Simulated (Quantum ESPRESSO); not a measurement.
Input of a Quantum ESPRESSO 7.5 run:

Contents of pw.in:

```
&CONTROL
  calculation = 'scf'
  prefix = 'pwscf'
  outdir = './tmp'
  pseudo_dir = './pseudo'
  tprnfor = .true.
  tstress = .true.
  disk_io = 'low'
/
&SYSTEM
  ibrav = 0
  nat = 2
  ntyp = 2
  ecutwfc = 45
  ecutrho = 360
  nbnd = 14
  occupations = 'smearing'
  smearing = 'fd'
  degauss = 0.00367493
/
&ELECTRONS
  conv_thr = 4d-10
  electron_maxstep = 120
  mixing_beta = 0.5
/
ATOMIC_SPECIES
S     32.0600 s_lda_v1.4.uspp.F.UPF
Mg    24.3050 mg_lda_v1.4.uspp.F.UPF
CELL_PARAMETERS angstrom
   0.0000000000    2.6016500000    2.6016500000
   2.6016500000    0.0000000000    2.6016500000
   2.6016500000    2.6016500000    0.0000000000
ATOMIC_POSITIONS crystal
S      0.5000000000    0.5000000000    0.5000000000
Mg     0.0000000000    0.0000000000    0.0000000000
K_POINTS automatic
9 9 9 0 0 0
```

File bands.in:

```
&CONTROL
  calculation = 'bands'
  prefix = 'pwscf'
  outdir = './tmp'
  pseudo_dir = './pseudo'
  disk_io = 'low'
  verbosity = 'high'
/
&SYSTEM
  ibrav = 0
  nat = 2
  ntyp = 2
  ecutwfc = 45
  ecutrho = 360
  nbnd = 14
  occupations = 'smearing'
  smearing = 'fd'
  degauss = 0.00367493
/
&ELECTRONS
  conv_thr = 1d-08
  electron_maxstep = 120
  mixing_beta = 0.5
  diago_full_acc = .true.
  startingwfc = 'random'
/
ATOMIC_SPECIES
S     32.0600 s_lda_v1.4.uspp.F.UPF
Mg    24.3050 mg_lda_v1.4.uspp.F.UPF
CELL_PARAMETERS angstrom
   0.0000000000    2.6016500000    2.6016500000
   2.6016500000    0.0000000000    2.6016500000
   2.6016500000    2.6016500000    0.0000000000
ATOMIC_POSITIONS crystal
S      0.5000000000    0.5000000000    0.5000000000
Mg     0.0000000000    0.0000000000    0.0000000000
K_POINTS crystal
60
 0.0000000000  0.0000000000  0.0000000000 1
 0.0625000000  0.0000000000  0.0625000000 1
 0.1250000000  0.0000000000  0.1250000000 1
 0.1875000000  0.0000000000  0.1875000000 1
 0.2500000000  0.0000000000  0.2500000000 1
 0.3125000000  0.0000000000  0.3125000000 1
 0.3750000000  0.0000000000  0.3750000000 1
 0.4375000000  0.0000000000  0.4375000000 1
 0.5000000000  0.0000000000  0.5000000000 1
 0.5000000000  0.0625000000  0.5625000000 1
 0.5000000000  0.1250000000  0.6250000000 1
 0.5000000000  0.1875000000  0.6875000000 1
 0.5000000000  0.2500000000  0.7500000000 1
 0.4375000000  0.3125000000  0.7500000000 1
 0.3750000000  0.3750000000  0.7500000000 1
 0.3375000000  0.3375000000  0.6750000000 1
 0.3000000000  0.3000000000  0.6000000000 1
 0.2625000000  0.2625000000  0.5250000000 1
 0.2250000000  0.2250000000  0.4500000000 1
 0.1875000000  0.1875000000  0.3750000000 1
 0.1500000000  0.1500000000  0.3000000000 1
 0.1125000000  0.1125000000  0.2250000000 1
 0.0750000000  0.0750000000  0.1500000000 1
 0.0375000000  0.0375000000  0.0750000000 1
 0.0000000000  0.0000000000  0.0000000000 1
 0.0625000000  0.0625000000  0.0625000000 1
 0.1250000000  0.1250000000  0.1250000000 1
 0.1875000000  0.1875000000  0.1875000000 1
 0.2500000000  0.2500000000  0.2500000000 1
 0.3125000000  0.3125000000  0.3125000000 1
 0.3750000000  0.3750000000  0.3750000000 1
 0.4375000000  0.4375000000  0.4375000000 1
 0.5000000000  0.5000000000  0.5000000000 1
 0.5250000000  0.4500000000  0.5250000000 1
 0.5500000000  0.4000000000  0.5500000000 1
 0.5750000000  0.3500000000  0.5750000000 1
 0.6000000000  0.3000000000  0.6000000000 1
 0.6250000000  0.2500000000  0.6250000000 1
 0.5833333333  0.2500000000  0.6666666667 1
 0.5416666667  0.2500000000  0.7083333333 1
 0.5000000000  0.2500000000  0.7500000000 1
 0.5000000000  0.2857142857  0.7142857143 1
 0.5000000000  0.3214285714  0.6785714286 1
 0.5000000000  0.3571428571  0.6428571429 1
 0.5000000000  0.3928571429  0.6071428571 1
 0.5000000000  0.4285714286  0.5714285714 1
 0.5000000000  0.4642857143  0.5357142857 1
 0.5000000000  0.5000000000  0.5000000000 1
 0.4821428571  0.4821428571  0.5357142857 1
 0.4642857143  0.4642857143  0.5714285714 1
 0.4464285714  0.4464285714  0.6071428571 1
 0.4285714286  0.4285714286  0.6428571429 1
 0.4107142857  0.4107142857  0.6785714286 1
 0.3928571429  0.3928571429  0.7142857143 1
 0.3750000000  0.3750000000  0.7500000000 1
 0.6250000000  0.2500000000  0.6250000000 1
 0.5937500000  0.1875000000  0.5937500000 1
 0.5625000000  0.1250000000  0.5625000000 1
 0.5312500000  0.0625000000  0.5312500000 1
 0.5000000000  0.0000000000  0.5000000000 1
```

Potentials or basis: GBRV 1.5 LDA.

Run with:

```console
$ OMP_NUM_THREADS=1 mpirun -n 2 pw.x -nk 2 -in pw.in > pw.out
$ OMP_NUM_THREADS=1 mpirun -n 2 pw.x -nk 2 -in bands.in > bands.out
```

Q: What does it give for the band gap along the path?

A: 2.56 eV, indirect (least direct gap 3.48 eV).

Q: What does it give for the band gap on the k mesh?

A: 2.69 eV, indirect (least direct gap 3.48 eV).

Q: Estimate the pressure.

A: -3.4 GPa.

Levels at the corners of the path, in eV from the valence-band top:
| point | band 5 | band 6 | band 7 | band 8 | band 9 | band 10 | band 11 | band 12 |
| --- | --- | --- | --- | --- | --- | --- | --- | --- |
| Γ | -12.65 | 0.00 | 0.00 | 0.00 | 3.48 | 7.80 | 7.80 | 7.80 |
| X | -10.95 | -4.24 | -1.70 | -1.70 | 2.56 | 4.25 | 11.79 | 12.58 |
| W | -10.90 | -3.27 | -3.27 | -2.41 | 5.07 | 7.81 | 7.81 | 7.86 |
| K | -10.94 | -3.74 | -3.24 | -1.38 | 3.71 | 6.56 | 9.50 | 9.92 |
| Γ | -12.65 | 0.00 | 0.00 | 0.00 | 3.48 | 7.80 | 7.80 | 7.80 |
| L | -11.31 | -4.90 | -0.59 | -0.59 | 4.37 | 6.73 | 6.73 | 9.85 |
| U | -10.94 | -3.74 | -3.24 | -1.38 | 3.71 | 6.56 | 9.50 | 9.92 |
| W | -10.90 | -3.27 | -3.27 | -2.41 | 5.07 | 7.81 | 7.81 | 7.86 |
| L | -11.31 | -4.90 | -0.59 | -0.59 | 4.37 | 6.73 | 6.73 | 9.85 |
| K | -10.94 | -3.74 | -3.24 | -1.38 | 3.71 | 6.56 | 9.50 | 9.92 |
| U | -10.94 | -3.74 | -3.24 | -1.38 | 3.71 | 6.56 | 9.50 | 9.92 |
| X | -10.95 | -4.24 | -1.70 | -1.70 | 2.56 | 4.25 | 11.79 | 12.58 |

Caveat: the mesh misses the band edges, which the band path finds closer together. LDA gaps usually lie below the measured ones, often by a third to a half.
